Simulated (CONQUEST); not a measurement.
The system is Si2Ni.

```
Ni Si
1.0
     3.82262    0.00000    0.00000
     0.00000    3.82262    0.00000
     0.00000    0.00000    5.40600
Ni Si
2 4
Direct
  0.00000 0.00000 0.00000
  0.50000 0.50000 0.50000
  0.00000 0.50000 0.25000
  0.50000 0.00000 0.75000
  0.00000 0.50000 0.75000
  0.50000 0.00000 0.25000
```

* Program: CONQUEST 1.3
* Task: single point
* Functional: PBEsol
* Potentials or basis: PseudoDojo NC PBEsol, DZP, grid cutoff 150 Ha
* k mesh: 7 × 7 × 5
* Occupations: fermi-dirac, width 0.05 eV
* Spin: collinear spin, ferromagnetic start
* Starting moments: [1.0, 1.0, 0.0, 0.0, 0.0, 0.0] μB

On this cell: pressure 2.3 GPa; largest force zero by symmetry; net moment 0.00 μB per cell; band gap on the k mesh none (metal or under the smearing width).

The same run follows on a disturbed copy (atoms moved at random, drawn with an rms of 0.05 Å):

```
Ni Si
1.0
     3.82262    0.00000    0.00000
     0.00000    3.82262    0.00000
     0.00000    0.00000    5.40600
Ni Si
2 4
Direct
  0.00281 0.99752 0.00741
  0.50281 0.49752 0.50741
  0.01851 0.50122 0.25210
  0.51851 0.00122 0.75210
  0.00401 0.49587 0.74883
  0.50401 0.99587 0.24883
```

Question: What does the disturbed cell give?

Answer: The energy (extrapolated to zero smearing) moves by +7.9 meV/atom; pressure 2.6 GPa; largest force 0.517 eV/Å; net moment 0.00 μB per cell; band gap on the k mesh none (metal or under the smearing width).

Forces in eV/Å, atoms in the order of the input:
```
Ni   0.340  0.052 -0.386
Ni   0.340  0.052 -0.386
Si  -0.482 -0.153  0.073
Si  -0.482 -0.153  0.073
Si   0.146  0.095  0.315
Si   0.146  0.095  0.315
```

Caveats: the box holds several primitive cells, so bands are folded and the points are those of the box's own zone; the basis of atomic orbitals isn't converged, which shifts pressures, moduli and gaps.
